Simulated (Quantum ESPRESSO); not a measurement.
# Bi (Im-3m) in Quantum ESPRESSO: a series of runs, part 2 of 2

Quantum ESPRESSO 7.5. The steps go on from the part before.

### Step 3. Phonons and electron-phonon coupling, PBE

pw.in

```
&CONTROL
  calculation = 'scf'
  prefix = 'pwscf'
  outdir = './tmp'
  pseudo_dir = './pseudo'
  tprnfor = .true.
  tstress = .true.
  disk_io = 'low'
/
&SYSTEM
  ibrav = 0
  nat = 1
  ntyp = 1
  ecutwfc = 45
  ecutrho = 360
  nbnd = 13
  occupations = 'smearing'
  smearing = 'mp'
  degauss = 0.01999163
/
&ELECTRONS
  conv_thr = 2d-10
  electron_maxstep = 120
  mixing_beta = 0.5
/
ATOMIC_SPECIES
Bi   208.9804 bi_pbe_v1.uspp.F.UPF
CELL_PARAMETERS angstrom
  -1.9814305318    1.9814305318    1.9814305318
   1.9814305318   -1.9814305318    1.9814305318
   1.9814305318    1.9814305318   -1.9814305318
ATOMIC_POSITIONS crystal
Bi     0.0000000000    0.0000000000    0.0000000000
K_POINTS automatic
8 8 8 0 0 0
```

relax.in

```
&CONTROL
  calculation = 'vc-relax'
  prefix = 'pwscf'
  outdir = './tmp'
  pseudo_dir = './pseudo'
  tprnfor = .true.
  tstress = .true.
  disk_io = 'low'
  nstep = 40
  forc_conv_thr = 0.0001
  etot_conv_thr = 1d-06
/
&SYSTEM
  ibrav = 0
  nat = 1
  ntyp = 1
  ecutwfc = 45
  ecutrho = 360
  nbnd = 13
  occupations = 'smearing'
  smearing = 'mp'
  degauss = 0.01999163
/
&ELECTRONS
  conv_thr = 2d-10
  electron_maxstep = 120
  mixing_beta = 0.5
/
&IONS
  ion_dynamics = 'bfgs'
/
&CELL
  cell_dynamics = 'bfgs'
  press = 0
  press_conv_thr = 0.2
/
ATOMIC_SPECIES
Bi   208.9804 bi_pbe_v1.uspp.F.UPF
CELL_PARAMETERS angstrom
  -1.9814305318    1.9814305318    1.9814305318
   1.9814305318   -1.9814305318    1.9814305318
   1.9814305318    1.9814305318   -1.9814305318
ATOMIC_POSITIONS crystal
Bi     0.0000000000    0.0000000000    0.0000000000
K_POINTS automatic
8 8 8 0 0 0
```

scf2.in

```
&CONTROL
  calculation = 'scf'
  prefix = 'pwscf'
  outdir = './tmp'
  pseudo_dir = './pseudo'
  tprnfor = .true.
  tstress = .true.
  disk_io = 'low'
/
&SYSTEM
  ibrav = 0
  nat = 1
  ntyp = 1
  ecutwfc = 45
  ecutrho = 360
  nbnd = 13
  occupations = 'smearing'
  smearing = 'mp'
  degauss = 0.01999163
/
&ELECTRONS
  conv_thr = 1d-13
  electron_maxstep = 120
  mixing_beta = 0.5
  startingpot = 'file'
  startingwfc = 'file'
/
ATOMIC_SPECIES
Bi   208.9804 bi_pbe_v1.uspp.F.UPF
CELL_PARAMETERS angstrom
  -1.9841185052    1.9841185052    1.9841185052
   1.9841185052   -1.9841185052    1.9841185052
   1.9841185052    1.9841185052   -1.9841185052
ATOMIC_POSITIONS crystal
Bi     0.0000000000    0.0000000000    0.0000000000
K_POINTS automatic
8 8 8 0 0 0
```

dense.in

```
&CONTROL
  calculation = 'scf'
  prefix = 'pwscf'
  outdir = './tmp'
  pseudo_dir = './pseudo'
  tprnfor = .true.
  tstress = .true.
  disk_io = 'low'
/
&SYSTEM
  ibrav = 0
  nat = 1
  ntyp = 1
  ecutwfc = 45
  ecutrho = 360
  nbnd = 13
  occupations = 'smearing'
  smearing = 'mp'
  degauss = 0.01999163
  la2F = .true.
/
&ELECTRONS
  conv_thr = 1d-12
  electron_maxstep = 120
  mixing_beta = 0.5
  startingpot = 'file'
/
ATOMIC_SPECIES
Bi   208.9804 bi_pbe_v1.uspp.F.UPF
CELL_PARAMETERS angstrom
  -1.9841185052    1.9841185052    1.9841185052
   1.9841185052   -1.9841185052    1.9841185052
   1.9841185052    1.9841185052   -1.9841185052
ATOMIC_POSITIONS crystal
Bi     0.0000000000    0.0000000000    0.0000000000
K_POINTS automatic
24 24 24 0 0 0
```

scf3.in

```
&CONTROL
  calculation = 'scf'
  prefix = 'pwscf'
  outdir = './tmp'
  pseudo_dir = './pseudo'
  tprnfor = .true.
  tstress = .true.
  disk_io = 'low'
/
&SYSTEM
  ibrav = 0
  nat = 1
  ntyp = 1
  ecutwfc = 45
  ecutrho = 360
  nbnd = 13
  occupations = 'smearing'
  smearing = 'mp'
  degauss = 0.01999163
/
&ELECTRONS
  conv_thr = 1d-12
  electron_maxstep = 120
  mixing_beta = 0.5
  startingpot = 'file'
/
ATOMIC_SPECIES
Bi   208.9804 bi_pbe_v1.uspp.F.UPF
CELL_PARAMETERS angstrom
  -1.9841185052    1.9841185052    1.9841185052
   1.9841185052   -1.9841185052    1.9841185052
   1.9841185052    1.9841185052   -1.9841185052
ATOMIC_POSITIONS crystal
Bi     0.0000000000    0.0000000000    0.0000000000
K_POINTS automatic
8 8 8 0 0 0
```

ph.in

```
phonon_bands of Bi
&INPUTPH
  prefix = 'pwscf'
  outdir = './tmp'
  tr2_ph = 1d-18
  fildyn = 'dyn'
  niter_ph = 90
  alpha_mix(1) = 0.4
  ldisp = .true.
  nq1 = 4
  nq2 = 4
  nq3 = 4
  electron_phonon = 'interpolated'
  el_ph_sigma = 0.005
  el_ph_nsigma = 10
  fildvscf = 'dvscf'
/
```

q2r.in

```
&INPUT
  fildyn = 'dyn'
  zasr = 'crystal'
  flfrc = 'fc'
  la2F = .true.
/
```

matdyn.in

```
&INPUT
  asr = 'crystal'
  flfrc = 'fc'
  flfrq = 'freq'
  q_in_cryst_coord = .true.
  flvec = ' '
/
80
 0.0000000000  0.0000000000  0.0000000000
 0.0312500000 -0.0312500000  0.0312500000
 0.0625000000 -0.0625000000  0.0625000000
 0.0937500000 -0.0937500000  0.0937500000
 0.1250000000 -0.1250000000  0.1250000000
 0.1562500000 -0.1562500000  0.1562500000
 0.1875000000 -0.1875000000  0.1875000000
 0.2187500000 -0.2187500000  0.2187500000
 0.2500000000 -0.2500000000  0.2500000000
 0.2812500000 -0.2812500000  0.2812500000
 0.3125000000 -0.3125000000  0.3125000000
 0.3437500000 -0.3437500000  0.3437500000
 0.3750000000 -0.3750000000  0.3750000000
 0.4062500000 -0.4062500000  0.4062500000
 0.4375000000 -0.4375000000  0.4375000000
 0.4687500000 -0.4687500000  0.4687500000
 0.5000000000 -0.5000000000  0.5000000000
 0.4545454545 -0.4545454545  0.5000000000
 0.4090909091 -0.4090909091  0.5000000000
 0.3636363636 -0.3636363636  0.5000000000
 0.3181818182 -0.3181818182  0.5000000000
 0.2727272727 -0.2727272727  0.5000000000
 0.2272727273 -0.2272727273  0.5000000000
 0.1818181818 -0.1818181818  0.5000000000
 0.1363636364 -0.1363636364  0.5000000000
 0.0909090909 -0.0909090909  0.5000000000
 0.0454545455 -0.0454545455  0.5000000000
 0.0000000000  0.0000000000  0.5000000000
 0.0000000000  0.0000000000  0.4583333333
 0.0000000000  0.0000000000  0.4166666667
 0.0000000000  0.0000000000  0.3750000000
 0.0000000000  0.0000000000  0.3333333333
 0.0000000000  0.0000000000  0.2916666667
 0.0000000000  0.0000000000  0.2500000000
 0.0000000000  0.0000000000  0.2083333333
 0.0000000000  0.0000000000  0.1666666667
 0.0000000000  0.0000000000  0.1250000000
 0.0000000000  0.0000000000  0.0833333333
 0.0000000000  0.0000000000  0.0416666667
 0.0000000000  0.0000000000  0.0000000000
 0.0166666667  0.0166666667  0.0166666667
 0.0333333333  0.0333333333  0.0333333333
 0.0500000000  0.0500000000  0.0500000000
 0.0666666667  0.0666666667  0.0666666667
 0.0833333333  0.0833333333  0.0833333333
 0.1000000000  0.1000000000  0.1000000000
 0.1166666667  0.1166666667  0.1166666667
 0.1333333333  0.1333333333  0.1333333333
 0.1500000000  0.1500000000  0.1500000000
 0.1666666667  0.1666666667  0.1666666667
 0.1833333333  0.1833333333  0.1833333333
 0.2000000000  0.2000000000  0.2000000000
 0.2166666667  0.2166666667  0.2166666667
 0.2333333333  0.2333333333  0.2333333333
 0.2500000000  0.2500000000  0.2500000000
 0.2666666667  0.2000000000  0.2666666667
 0.2833333333  0.1500000000  0.2833333333
 0.3000000000  0.1000000000  0.3000000000
 0.3166666667  0.0500000000  0.3166666667
 0.3333333333  0.0000000000  0.3333333333
 0.3500000000 -0.0500000000  0.3500000000
 0.3666666667 -0.1000000000  0.3666666667
 0.3833333333 -0.1500000000  0.3833333333
 0.4000000000 -0.2000000000  0.4000000000
 0.4166666667 -0.2500000000  0.4166666667
 0.4333333333 -0.3000000000  0.4333333333
 0.4500000000 -0.3500000000  0.4500000000
 0.4666666667 -0.4000000000  0.4666666667
 0.4833333333 -0.4500000000  0.4833333333
 0.5000000000 -0.5000000000  0.5000000000
 0.2500000000  0.2500000000  0.2500000000
 0.2222222222  0.2222222222  0.2777777778
 0.1944444444  0.1944444444  0.3055555556
 0.1666666667  0.1666666667  0.3333333333
 0.1388888889  0.1388888889  0.3611111111
 0.1111111111  0.1111111111  0.3888888889
 0.0833333333  0.0833333333  0.4166666667
 0.0555555556  0.0555555556  0.4444444444
 0.0277777778  0.0277777778  0.4722222222
 0.0000000000  0.0000000000  0.5000000000
```

matdyn_dos.in

```
&INPUT
  asr = 'crystal'
  flfrc = 'fc'
  dos = .true.
  fldos = 'phdos'
  nk1 = 12
  nk2 = 12
  nk3 = 12
  deltaE = 0.5
  flvec = ' '
  flfrq = ' '
/
```

matdyn_a2f.in

```
&INPUT
  asr = 'crystal'
  flfrc = 'fc'
  la2F = .true.
  dos = .true.
  fldos = 'dos2'
  nk1 = 10
  nk2 = 10
  nk3 = 10
  ndos = 60
  el_ph_nsigma = 10
  flfrq = 'dosfreq2'
  flvec = ' '
/
```

matdyn_mesh.in

```
&INPUT
  asr = 'crystal'
  flfrc = 'fc'
  flfrq = 'mesh'
  q_in_cryst_coord = .true.
  flvec = ' '
/
1000
 0.05000000  0.05000000  0.05000000
 0.05000000  0.05000000  0.15000000
 0.05000000  0.05000000  0.25000000
[... 997 further points of the even 10 x 10 x 10 mesh, shifted by half a step ...]
```

Potentials or basis: GBRV 1.5 PBE.

Run with:

```sh
$ OMP_NUM_THREADS=1 pw.x -in pw.in > pw.out
$ OMP_NUM_THREADS=1 pw.x -in relax.in > relax.out
$ OMP_NUM_THREADS=1 pw.x -in scf2.in > scf2.out
$ OMP_NUM_THREADS=1 pw.x -in dense.in > dense.out
$ OMP_NUM_THREADS=1 pw.x -in scf3.in > scf3.out
$ OMP_NUM_THREADS=1 ph.x -in ph.in > ph.out
$ OMP_NUM_THREADS=1 q2r.x -in q2r.in > q2r.out
$ OMP_NUM_THREADS=1 matdyn.x -in matdyn.in > matdyn.out
$ OMP_NUM_THREADS=1 matdyn.x -in matdyn_dos.in > matdyn_dos.out
$ OMP_NUM_THREADS=1 matdyn.x -in matdyn_a2f.in > matdyn_a2f.out
$ OMP_NUM_THREADS=1 matdyn.x -in matdyn_mesh.in > matdyn_mesh.out
```

pw.out:

```text
This program is part of the open-source Quantum ESPRESSO suite
     for quantum simulation of materials; please cite
[... 9 lines left out ...]
     --------------------
     sticks:   dense  smooth     PW     G-vecs:    dense   smooth      PW
     Sum        1137     561    213                24295     8583    1961

     Using Slab Decomposition

     bravais-lattice index     =            0
     lattice parameter (alat)  =       6.4854  a.u.
     unit-cell volume          =     209.9874 (a.u.)^3
     number of atoms/cell      =            1
     number of atomic types    =            1
     number of electrons       =        15.00
     number of Kohn-Sham states=           13
     kinetic-energy cutoff     =      45.0000  Ry
     charge density cutoff     =     360.0000  Ry
     scf convergence threshold =      2.0E-10
     mixing beta               =       0.5000
     number of iterations used =            8  plain     mixing
     Exchange-correlation= SLA  PW   PBE  PBE
                           (   1   4   3   4   0   0   0)

     celldm(1)=   6.485424  celldm(2)=   0.000000  celldm(3)=   0.000000
     celldm(4)=   0.000000  celldm(5)=   0.000000  celldm(6)=   0.000000

     crystal axes: (cart. coord. in units of alat)
               a(1) = (  -0.577350   0.577350   0.577350 )
               a(2) = (   0.577350  -0.577350   0.577350 )
               a(3) = (   0.577350   0.577350  -0.577350 )

     reciprocal axes: (cart. coord. in units 2 pi/alat)
               b(1) = ( -0.000000  0.866025  0.866025 )
               b(2) = (  0.866025 -0.000000  0.866025 )
               b(3) = (  0.866025  0.866025  0.000000 )

     PseudoPot. # 1 for Bi read from file:
[... 135 lines left out ...]
     ethr =  4.31E-12,  avg # of iterations =  3.3

     negative rho (up, down):  4.302E-02 0.000E+00

     End of self-consistent calculation

          k = 0.0000 0.0000 0.0000 (  1055 PWs)   bands (ev):

   -11.2189 -11.2189 -11.2189 -11.0912 -11.0912  -1.6899  16.9494  16.9494
    16.9494  20.9354  22.4506  22.4507  22.4508
[... 68 lines left out ...]
   -11.2093 -11.1562 -11.1043 -11.0985 -11.0805   1.6942   8.2495   9.8002
    11.8114  23.4653  24.6913  26.1104  26.6297

          k = 0.0000-0.1083 0.3248 (  1060 PWs)   bands (ev):

   -11.2072 -11.1763 -11.1260 -11.1188 -11.0992  -0.3128  11.1648  13.9990
    14.6348  19.0499  21.2682  21.4777  25.6970

          k =-0.0000-0.2165 0.4330 (  1071 PWs)   bands (ev):

   -11.2200 -11.1793 -11.1190 -11.1063 -11.0428   0.8494   8.3853  13.0024
    14.1720  19.2952  20.8478  21.0204  24.6241

          k = 0.1083-0.1083 0.4330 (  1069 PWs)   bands (ev):

   -11.1963 -11.1658 -11.1230 -11.1180 -11.0680   0.6689   9.5228  11.8728
    14.4333  18.6212  20.4075  24.1071  24.3908

          k =-0.8660-0.3248-0.3248 (  1066 PWs)   bands (ev):
[... 51 lines left out ...]
   -11.2298 -11.2298 -11.0273 -11.0273 -11.0273   3.4603  10.0340  10.0340
    10.0340  15.3719  15.3719  27.5421  29.6822

     the Fermi energy is    11.9197 ev

!    total energy              =    -185.26202460 Ry
     estimated scf accuracy    <          1.1E-10 Ry
     smearing contrib. (-TS)   =       0.00020550 Ry
     internal energy E=F+TS    =    -185.26223010 Ry

     The total energy is F=E-TS. E is the sum of the following terms:
     one-electron contribution =     -42.75266004 Ry
     hartree contribution      =      31.45799650 Ry
     xc contribution           =     -64.62614391 Ry
     ewald contribution        =    -109.34142266 Ry

     convergence has been achieved in   8 iterations

     negative rho (up, down):  4.302E-02 0.000E+00

     Forces acting on atoms (cartesian axes, Ry/au):

     atom    1 type  1   force =     0.00000000    0.00000000    0.00000000

     Total force =     0.000000     Total SCF correction =     0.000000

     Computing stress (Cartesian axis) and pressure

     negative rho (up, down):  4.302E-02 0.000E+00
          total   stress  (Ry/bohr**3)                   (kbar)     P=        2.19
   0.00001492  -0.00000000  -0.00000000            2.19       -0.00       -0.00
  -0.00000000   0.00001492  -0.00000000           -0.00        2.19       -0.00
  -0.00000000  -0.00000000   0.00001492           -0.00       -0.00        2.19

=------------------------------------------------------------------------------=
   JOB DONE.
=------------------------------------------------------------------------------=
```

Wall time 17 min (1 thread of Intel Xeon 6975P-C (Granite Rapids), shared host); peak memory 0.2 GiB.

What came out:

| Property | Result |
| --- | --- |
| Free energy | -2520.6185 eV |
| Relaxed volume | 31.24 Å³/atom |
| Relaxed cell | a = 3.437 Å, b = 3.437 Å, c = 3.437 Å, α = 109.47°, β = 109.47°, γ = 109.47° |
| Space group after relaxing (to 0.05 Å) | Im-3m (No. 229) |
| Pressure after relaxing | 0.0 GPa |
| Band gap on the k mesh | none (metal or under the smearing width) |
| Highest phonon frequency | 60 cm⁻¹ |
| Most unstable mode | 56i cm⁻¹ |

Final structure:
```yaml
crystal:
  lattice:
    - [-1.98412, 1.98412, 1.98412]
    - [1.98412, -1.98412, 1.98412]
    - [1.98412, 1.98412, -1.98412]
  atoms:
    - { symbol: Bi, position: [0.00000, 0.00000, 0.00000] }
```

Levels at points of the mesh, in eV from the Fermi level:
| k point | band 4 | band 5 | band 6 | band 7 | band 8 | band 9 | band 10 | band 11 | band 12 | band 13 |
| --- | --- | --- | --- | --- | --- | --- | --- | --- | --- | --- |
| (0.00, 0.00, 0.00) | -23.01 | -23.01 | -13.58 | 5.00 | 5.00 | 5.00 | 8.96 | 10.53 | 10.53 | 10.53 |
| (0.00, 0.00, -0.50) | -23.02 | -22.93 | -10.56 | -5.13 | 1.48 | 3.37 | 5.86 | 7.47 | 12.40 | 13.71 |
| (-0.50, -0.50, -0.50) | -22.95 | -22.95 | -8.47 | -1.88 | -1.88 | -1.88 | 3.45 | 3.45 | 15.61 | 17.72 |

Phonon frequencies in cm⁻¹ (negative: imaginary):
```csv
q point,frequencies
"(0.000, 0.000, 0.000)",0 0 0
"(0.219, -0.219, 0.219)",-21 -21 57
"(0.438, -0.438, 0.438)",-34 -34 -31
"(0.273, -0.273, 0.500)",-45 -39 7
"(0.000, 0.000, 0.458)",-54 -21 54
"(0.000, 0.000, 0.167)",-14 19 45
"(0.050, 0.050, 0.050)",7 7 35
"(0.167, 0.167, 0.167)",43 49 49
"(0.283, 0.150, 0.283)",29 43 43
"(0.400, -0.200, 0.400)",-36 -36 -12
"(0.250, 0.250, 0.250)",38 38 38
"(0.056, 0.056, 0.444)",-46 -6 54
```

Phonon frequencies at the corners of the path (cm⁻¹, interpolated; i marks imaginary ones):
| point | frequencies |
| --- | --- |
| Γ | 0 0 0 |
| H | 29i 29i 29i |
| N | 56i 22i 53 |
| P | 38 38 38 |

Phonon states per cell in windows of 10 cm⁻¹ (negative: imaginary):
| from (cm⁻¹) | total |
| --- | --- |
| -60 | 0.00 |
| -50 | 0.14 |
| -40 | 0.37 |
| -30 | 0.22 |
| -20 | 0.19 |
| -10 | 0.22 |
| 0 | 0.21 |
| 10 | 0.23 |
| 20 | 0.29 |
| 30 | 0.32 |
| 40 | 0.37 |
| 50 | 0.41 |
| 60 | 0.00 |

Caveat: the mesh is thin for the phonons of a metal; some modes are imaginary; λ from interpolated matrix elements is rough: modes that symmetry makes equal can differ by tens of percent; spin-orbit coupling is left out, which moves the levels of the heavy elements.
